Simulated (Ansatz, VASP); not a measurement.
# Two plane-wave programs on NaCl

Contents of INCAR:

```
SYSTEM = NaCl
PREC     = Accurate       ! precision mode
ENCUT    = 520            ! plane-wave cutoff, eV
EDIFF    = 1E-6           ! SCF threshold, eV
ISMEAR   = 0              ! smearing method
SIGMA    = 0.05           ! smearing width, eV
LREAL    = .FALSE.        ! projectors in reciprocal space
LASPH    = .TRUE.         ! aspherical terms in the spheres
NELM     = 80             ! most SCF steps
ALGO     = Normal         ! electronic algorithm
ISIF     = 2              ! what is computed and relaxed
LWAVE    = .FALSE.        ! write WAVECAR
LCHARG   = .FALSE.        ! write CHGCAR
GGA      = PS             ! functional
NBANDS   = 14             ! bands
```

KPOINTS

```
Automatic mesh
0
G
  6 6 6
  0 0 0
```

POSCAR

```
NaCl
1.0
    3.5021900000      0.0000000000     -0.2626642500
    0.0000000000      3.5021900000      0.0000000000
   -0.2626642500      0.0000000000      3.5021900000
Na Cl
1 1
Direct
    0.0000000000      0.0000000000      0.0000000000
    0.5000000000      0.5000000000      0.5000000000
```

Input for Ansatz:

```yaml
crystal:
  lattice:
    - [3.50219, 0.0, -0.26266425]
    - [0.0, 3.50219, 0.0]
    - [-0.26266425, 0.0, 3.50219]
  atoms:
    - { symbol: Na, position: [0.0, 0.0, 0.0] }
    - { symbol: Cl, position: [0.5, 0.5, 0.5] }
basis:
  ecutwfc: 420
kpoints:
  mp_grid: { grid: [6, 6, 6] }
hamiltonian:
  xc: pbesol
scf:
  occupations: { method: gaussian, width: 0.05 }
output:
  forces: true
  stress: true
  eigenvalues: true
```

Change from the starting cell: strain -0.1500 x Voigt [0, 0, 0, 0, 1, 0], atoms carried along.

Alike in both runs: task single point; functional PBEsol; k mesh 6 × 6 × 6; occupations gaussian, width 0.05 eV; no spin polarisation.

|  | VASP | Ansatz |
| --- | --- | --- |
| version | VASP 6.6.1 | Ansatz 0.2.0 |
| potentials or method | VASP PAW PBE potentials, release 64 (Na_pv, Cl) | scalar-relativistic, plane waves, PAW |
| plane-wave cutoff (eV) | 520 | 420 |
| valence electrons in the cell | 14 | 16 |

Ansatz gave:

```
gap on the k mesh at the Fermi level (eV)       : 3.95
least direct gap on the mesh (eV)               : 4.20
pressure (GPa)                                  : -0.7
largest component of the traceless stress (GPa) : 0.23
```

Q: Estimate VASP's values.

A: gap on the k mesh at the Fermi level (eV): 3.94; least direct gap on the mesh (eV): 4.20; pressure (GPa): -0.7; largest component of the traceless stress (GPa): 0.21.

The two sets of potentials don't hold the same shells in valence.

Caveats: the PAW data sets were made with another functional, which shifts forces and pressure a little (VASP). A k mesh can miss the band edges.
